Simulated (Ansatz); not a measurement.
Smearing, entropy and the zero-width energy in TiAl₂

These are results of DFT r2SCAN, scalar-relativistic, plane waves, PAW in Ansatz, not measurements.

```
Ti Al
1.0
     1.97955   -6.04720    0.00000
     1.97955    6.04720    0.00000
     0.00000    0.00000    4.03150
Ti Al
2 4
Direct
  0.64900 0.35100 0.00000
  0.35100 0.64900 0.00000
  0.00000 0.00000 0.00000
  0.82400 0.17600 0.50000
  0.17600 0.82400 0.50000
  0.50000 0.50000 0.50000
```

* plane-wave cutoff: 500 eV
* Γ-centred k-mesh: 10×10×10
* spin treatment: unpolarised

The same metal under several smearings of width σ, on one mesh. F is the free energy, TS the smearing's entropy term for the cell of 6 atoms, and E = F + TS. Gaussian occupations are ½ erfc[(ε − μ)/σ], and N counts both spins.

```
       rule  σ (eV) F − F(narrowest) (meV/atom) TS (meV/cell)
Fermi–Dirac    0.01                        0.000          0.785
Fermi–Dirac    0.05                       -1.448         18.826
Fermi–Dirac     0.5                     -217.015       2854.731
   Gaussian     0.1                       -0.834         10.800
   Gaussian     0.2                       -3.729         48.717
   Gaussian     0.3                       -9.014        117.386
```

For a density of states N (both spins) that is flat over the smeared range, TS = Nσ²/2 (Gaussian) and (π²/3)Nσ² (Fermi–Dirac). What N does each run give?

| rule | σ (eV) | N (states/eV a cell) |
| --- | --- | --- |
| Fermi–Dirac | 0.01 | 2.38 |
| Fermi–Dirac | 0.05 | 2.29 |
| Fermi–Dirac | 0.5 | 3.47 |
| Gaussian | 0.1 | 2.16 |
| Gaussian | 0.2 | 2.44 |
| Gaussian | 0.3 | 2.61 |

Equal entropy needs σ_Gauss = π√(2/3) σ_FD = 2.57 σ_FD, so a Fermi–Dirac width acts like a Gaussian one 2.57 times as large. At moderate widths N lies between 2.16 and 2.61. The drift shows structure in the density of states within the smeared window (a rise with width points to a dip at the Fermi level, a fall to a peak or a steep flank), or a mesh too coarse for the narrower widths. At the narrowest widths only the few mesh levels within σ of μ count, so N can scatter there.

To second order F = E0 − TS/2 and E = E0 + TS/2. How well does E0 = (E + F)/2 undo the smearing?

```csv
rule,σ (eV),F − E0(narrowest) (meV/atom),(E + F)/2 − E0(narrowest) (meV/atom)
Fermi–Dirac,0.01,-0.07,0.00
Fermi–Dirac,0.05,-1.51,0.06
Fermi–Dirac,0.5,-217.08,20.81
Gaussian,0.1,-0.90,0.00
Gaussian,0.2,-3.79,0.27
Gaussian,0.3,-9.08,0.70
```

At Gaussian 0.3 eV the free energy is off by -9.08 meV/atom and the mean by 0.70. What remains is of order σ⁴ plus the mesh error of the narrowest run, which is no exact reference. Forces and stress are derivatives of F, not of E0, so they keep the σ² error.

7 further runs of this set aren't shown, and 1 didn't finish or converge.

Cost: 6 runs of about 9.2 core-minutes in all, on AMD EPYC 7R43 (Zen 3) (shared hosts).

Apart from the narrowest run, the inferred density of states rises steadily once the widths are put on a common Gaussian scale, from 2.16 to 3.47 states/eV a cell. This suggests that the Fermi level lies in a shallow dip rather than on a peak. The positive residual of the averaged energy fits this picture, since an upward-curving density of states gives that sign at fourth order. The probable origin is hybridisation of Ti 3d with Al 3s and 3p states, which in titanium aluminides tends to separate bonding from antibonding states without opening a gap. The broadest Fermi–Dirac run also reaches well into the surrounding d bands, so its value is an average over them and not a property of the Fermi level. Its residual of 20.81 meV/atom, like those of the wider Gaussian runs, grows more slowly than the fourth power of the width, so a single quartic correction would not recover the zero-width limit. Whether the dip helps stabilise this structure over competing stackings remains open.
